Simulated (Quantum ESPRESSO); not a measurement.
Here is a Quantum ESPRESSO 7.5 calculation.

File pw.in:

```
&CONTROL
  calculation = 'scf'
  prefix = 'pwscf'
  outdir = './tmp'
  pseudo_dir = './pseudo'
  tprnfor = .true.
  tstress = .true.
  disk_io = 'low'
/
&SYSTEM
  ibrav = 0
  nat = 2
  ntyp = 1
  ecutwfc = 55
  ecutrho = 440
  nbnd = 8
  occupations = 'smearing'
  smearing = 'fd'
  degauss = 0.00367493
/
&ELECTRONS
  conv_thr = 4d-10
  electron_maxstep = 120
  mixing_beta = 0.5
/
ATOMIC_SPECIES
Al    26.9815 Al.pbe-n-kjpaw_psl.1.0.0.UPF
CELL_PARAMETERS angstrom
   2.8124553515    0.0000000000    0.0000000000
  -1.4062276757    2.4356577814    0.0000000000
   0.0000000000    0.0000000000    4.8668500000
ATOMIC_POSITIONS crystal
Al     0.3333333333    0.6666666667    0.2500000000
Al     0.6666666667    0.3333333333    0.7500000000
K_POINTS automatic
11 11 6 0 0 0
```

The input pp_density.in:

```
&INPUTPP
  prefix = 'pwscf'
  outdir = './tmp'
  filplot = 'density.dat'
  plot_num = 0
/
&PLOT
  nfile = 1
  filepp(1) = 'density.dat'
  iflag = 3
  output_format = 6
  fileout = 'density.cube'
/
```

Contents of pp_potential.in:

```
&INPUTPP
  prefix = 'pwscf'
  outdir = './tmp'
  filplot = 'potential.dat'
  plot_num = 11
/
&PLOT
  nfile = 1
  filepp(1) = 'potential.dat'
  iflag = 3
  output_format = 6
  fileout = 'potential.cube'
/
```

Potentials or basis: SSSP 1.3 efficiency PBE.

Command:

```sh
$ OMP_NUM_THREADS=1 pw.x -in pw.in > pw.out
$ OMP_NUM_THREADS=1 pp.x -in pp_density.in > pp_density.out
$ OMP_NUM_THREADS=1 pp.x -in pp_potential.in > pp_potential.out
```

Question: Estimate the pressure.

Answer: 0.1 GPa.

Question: Estimate the band gap on the k mesh.

Answer: None (metal or under the smearing width).

Stress tensor (GPa, compression positive):
```
 1.63  0.00  0.00
 0.00  1.63  0.00
 0.00  0.00 -2.95
```
